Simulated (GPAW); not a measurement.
Runs of GPAW 26.7.0 on AlN. It takes space group F-43m (No. 216, cubic). The conventional cell has a = 4.368 Å, b = 4.368 Å, c = 4.368 Å, α = 90.00°, β = 90.00°, γ = 90.00°. Al (site symmetry -43m) is surrounded by 4 N at 1.89 Å. N (site symmetry -43m) has 4 Al at 1.89 Å as nearest neighbours. Measurements of this composition are mostly on another form, of space group No. 186.

```csv
task,level,potentials or basis,cell,k mesh,cutoff (eV),smearing,gauge,eta,maxiter,response k mesh,elements,other keys,mesh quality,gap on the mesh (eV),pressure (GPa)
second-harmonic response,LDA,"the program's PAW data sets (release 1.2.1) made for this functional, pw",cell strained at random at fixed volume,8 × 9 × 8,650,fermi-dirac 0.05 eV,lg,0.2 eV,100,16 × 17 × 16,3,"several, not listed",not flagged,3.06,-
single point,LDA,"the program's PAW data sets (release 1.2.1) made for this functional, pw",cell strained at random at fixed volume,8 × 9 × 8,650,fermi-dirac 0.01 eV,-,-,150,-,-,-,not flagged,3.06,-6.3
eps q,PBE,"GPAW PAW data sets (gpaw-data 1.2.1), pw",as given,8 × 8 × 8,600,fermi-dirac 0.001 eV,-,-,150,16 × 16 × 16,-,-,not flagged,3.31,-
single point,LDA,"PAW data sets generated in the run's folder for this functional, pw",as given,8 × 8 × 8,650,fermi-dirac 0.01 eV,-,-,150,-,-,-,not flagged,3.22,-6.5
single point,HSE03,"GPAW PAW data sets (gpaw-data 1.2.1), pw",as given,5 × 5 × 5,600,fermi-dirac 0.05 eV,-,-,60,-,-,-,coarse,(a),-
single point,PBE,"GPAW PAW data sets (gpaw-data 1.2.1), pw",as given,8 × 8 × 8,600,fermi-dirac 0.01 eV,-,-,150,-,-,-,not flagged,3.31,-0.5
```

Alike in all rows: no spin polarisation.

**Question.** Estimate the missing entries.

**Answer.** (a) 5.30.

Caveats: some runs use coarse meshes; an odd mesh through Γ misses points on the zone boundary, where band edges often lie (some runs); the cutoff is short for stress and forces, so pressures can be off by a GPa or more (some runs); independent particles: no local fields, no excitons, no shift of the gap (some runs); the long-wavelength limit can be off by a per cent or two (some runs); the PAW data sets were made with another functional, which shifts forces and pressure a little (some runs).
